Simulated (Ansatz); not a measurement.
**Is this Na4H stable against decomposition?**

Method: Ansatz, DFT PBE, scalar-relativistic, plane waves, PAW. Settings: cutoff 420 eV, Γ-centred meshes spaced at most about 0.3 Å⁻¹, and about 0.25 Å⁻¹ or finer for metals (2π included), Gaussian smearing. No spin polarisation.

Formation energies are uncorrected and refer to the elements' standard structures at the same level (H₂ as a molecule).

All energies are static (0 K, no zero-point motion). With hydrogen, zero-point motion can shift formation energies by some tens of meV/atom.

The competitors are the elements and 1 reference phase of this chemical system (from databases or known types: NaH), relaxed at the same level; other known phases may be missing.

The candidate was reached from: Be4B type (P4/nmm).

```cif
data_structure
_symmetry_space_group_name_H-M 'P 1'
_symmetry_Int_Tables_number 1
_cell_length_a 4.7472
_cell_length_b 4.7472
_cell_length_c 13.2317
_cell_angle_alpha 90.000
_cell_angle_beta 90.000
_cell_angle_gamma 90.000
_cell_volume 298.19
loop_
_atom_site_label
_atom_site_type_symbol
_atom_site_fract_x
_atom_site_fract_y
_atom_site_fract_z
_atom_site_occupancy
Na1 Na 0.00000 0.00000 0.00000 1
Na2 Na 0.50000 0.50000 0.00000 1
Na3 Na 0.00000 0.50000 0.46883 1
Na4 Na 0.50000 0.00000 0.53117 1
Na5 Na 0.00000 0.00000 0.26961 1
Na6 Na 0.50000 0.50000 0.26961 1
Na7 Na 0.50000 0.50000 0.73039 1
Na8 Na 0.00000 0.00000 0.73039 1
H1 H 0.00000 0.50000 0.29803 1
H2 H 0.50000 0.00000 0.70197 1
```

The lowest competing mixture at this composition:

```json
{"phase": "Na", "space group": "-", "source": "element", "share of atoms": "0.6000", "ΔE_f (eV/atom)": "-0.0014"}
{"phase": "NaH", "space group": "Fm-3m (No. 225)", "source": "COD", "share of atoms": "0.4000", "ΔE_f (eV/atom)": "-0.196"}
```

The lowest database cell of Na (-0.0014) lies slightly below the reference, hence the non-zero entry.

Question: What are the hull's energy here, the candidate's formation energy and its margin?

Answer: The hull lies at -0.079 eV/atom, the weighted sum of the last column. The candidate has 0.059 eV/atom, which is 138 meV/atom above it (139 meV/atom from unrounded values). The candidate matches no cell in the subsets of the Crystallography Open Database and the Materials Project at hand. It is metastable at best. Whether it is a true minimum wasn't tested by phonons.
